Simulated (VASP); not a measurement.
Here is a VASP 6.6.1 calculation.

Contents of run.py:

```python
from ase.calculators.vasp import Vasp
from ase.dft.bandgap import bandgap
from ase.io import read

atoms = read('KF.xyz')
calc = Vasp(
    directory='calc',
    xc='rpbe',
    pp='PBE',
    setups='recommended',
    pp_version='54',
    prec='Accurate',
    encut=520,
    ediff=1e-06,
    ismear=0,
    sigma=0.05,
    lreal=False,
    lasph=True,
    nelm=100,
    algo='Normal',
    isif=2,
    lwave=False,
    lcharg=False,
    kpts=[8, 8, 8],
    gamma=True,
    nbands=15,
)
atoms.calc = calc

print('energy (eV):', atoms.get_potential_energy())
print('free energy (eV):', atoms.get_potential_energy(force_consistent=True))
print('forces (eV/A):')
print(atoms.get_forces())
print('stress (eV/A^3, Voigt):', atoms.get_stress())
print('Fermi level (eV):', calc.get_fermi_level())
gap, top, bottom = bandgap(calc)
print('band gap (eV):', gap, 'from (spin, k, band)', top, 'to', bottom)
```

KF.xyz

```xyz
2
Lattice="3.2589550000 0.0000000000 0.0000000000 0.0000000000 3.2589550000 0.0000000000 0.0000000000 0.0000000000 3.2589550000" Properties=species:S:1:pos:R:3 pbc="T T T"
K      0.0000000000      0.0000000000      0.0000000000
F      1.6294775000      1.6294775000      1.6294775000
```

Potentials or basis: VASP PAW PBE potentials, release 54 (K_sv, F).

The run is started by

```console
$ python run.py
```

(1) What does it give for the pressure?

(2) Estimate the band gap on the k mesh.

Results:

(1) 3.2 GPa.

(2) 6.56 eV, indirect (least direct gap 6.61 eV).

Caveat: the PAW data sets were made with another functional, which shifts forces and pressure a little.
